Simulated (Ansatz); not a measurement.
VO2 under changes of volume

One of the cells (10.308 Å³/atom); the others are scaled copies at fixed shape and fractional positions:

```
V O
1.0
     4.50720    0.00000    0.00000
     0.00000    4.50720    0.00000
     0.00000    0.00000    3.04445
V O
2 4
Direct
  0.50000 0.50000 0.50000
  0.00000 0.00000 0.00000
  0.20036 0.79964 0.50000
  0.79964 0.20036 0.50000
  0.70036 0.70036 0.00000
  0.29964 0.29964 0.00000
```

The cell is a database's computed one.

| Property | Result |
| --- | --- |
| Program | Ansatz 0.2.0 |
| Functional | exchange-only PBE |
| Potentials or basis | Ansatz PAW |
| Cutoff | 420 eV (not typed: the program's choice for these potentials) |
| k mesh | 6 × 6 × 9 |
| Occupations | fermi-dirac, width 0.05 eV |
| Spin | collinear spin, ferromagnetic start |
| Starting moments | [2.0, 2.0, 0.0, 0.0, 0.0, 0.0] μB |

```csv
volume (Å³/atom),energy over the lowest point (meV/atom),pressure (GPa),largest force (eV/Å)
9.689,94.33,28.1,0.122
9.896,62.27,22.0,0.127
10.102,37.74,16.5,0.132
10.308,19.89,11.6,0.137
10.514,?,?,?
10.720,1.58,3.1,0.144
10.926,0.00,-0.5,0.146
```

**Question.** What does the run at 10.514 Å³/atom give?

**Answer.** Energy over the lowest point 8.04 meV/atom; pressure 7.1 GPa; largest force 0.141 eV/Å.

Worked out: A Birch-Murnaghan fit of order 3 (a polynomial in V^(-2/3)) to the other rows has its minimum at 10.89 Å³/atom with B0 = V·E''(V) = 184 GPa and B' = 4.4 at fixed shape and positions, which overstates the stiffness. It gives 8.03 meV/atom at 10.514 Å³/atom, against the run's 8.04, and -dE/dV = 7.1 GPa, against 7.1.

Energies are extrapolated to zero smearing.

Caveats: the PAW data sets come from PBE, with cores solved anew for the run's functional, which leaves a small shift of forces and pressure.
